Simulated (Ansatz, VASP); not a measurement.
**One calculation of As, two programs**

File INCAR:

```
  ALGO = Normal
  EDIFF = 1E-7
  ENCUT = 520
  GGA = PE
  ISIF = 2
  ISMEAR = 0
  LASPH = True
  LCHARG = True
  LELF = True
  LREAL = False
  LVHAR = True
  LWAVE = False
  NBANDS = 8
  NELM = 100
  PREC = Accurate
  SIGMA = 0.15
```

KPOINTS

```
k-points
0
Gamma
  18 18 18
```

File POSCAR:

```
As
1.0
    2.5009056136      0.0000000000      0.0000000000
    0.0000000000      2.5009056136      0.0000000000
    0.0000000000      0.0000000000      2.7036817444
As
1
Direct
    0.5000000000      0.5000000000      0.5000000000
```

Input for Ansatz:

```yaml
crystal:
  lattice:
    - [2.5009056136, 0.0, 0.0]
    - [0.0, 2.5009056136, 0.0]
    - [0.0, 0.0, 2.7036817444]
  atoms:
    - { symbol: As, position: [0.5, 0.5, 0.5] }
basis:
  ecutwfc: 420
kpoints:
  mp_grid: { grid: [18, 18, 18] }
hamiltonian:
  xc: pbe
scf:
  occupations: { method: gaussian, width: 0.15 }
output:
  forces: true
  stress: true
  eigenvalues: true
```

Change from the starting cell: strain -0.0750 x Voigt [1, 1, 0, 0, 0, 0], atoms carried along.

Alike in both runs: task single point; functional PBE; k mesh 18 × 18 × 18; occupations gaussian, width 0.15 eV; no spin polarisation.

|  | VASP | Ansatz |
| --- | --- | --- |
| version | VASP 6.6.1 | Ansatz 0.2.0 |
| potentials or method | VASP PAW PBE potentials, release 64 (As) | scalar-relativistic, plane waves, PAW |
| plane-wave cutoff (eV) | 520 | 420 |
| valence electrons in the cell | 5 | 15 |

```tsv
	VASP	Ansatz	Ansatz less VASP
gap on the k mesh at the Fermi level (eV)	none	none	-
pressure (GPa)	23.9	23.2	-0.66
largest component of the traceless stress (GPa)	13.78	13.53	-0.256
```

A gap of «none» marks a metal or a gap that the smearing closes. The two sets of potentials don't hold the same shells in valence.

Caveats: so large a pressure means that the cell lies far from this level's equilibrium, or that cutoff or potentials fall short (VASP).
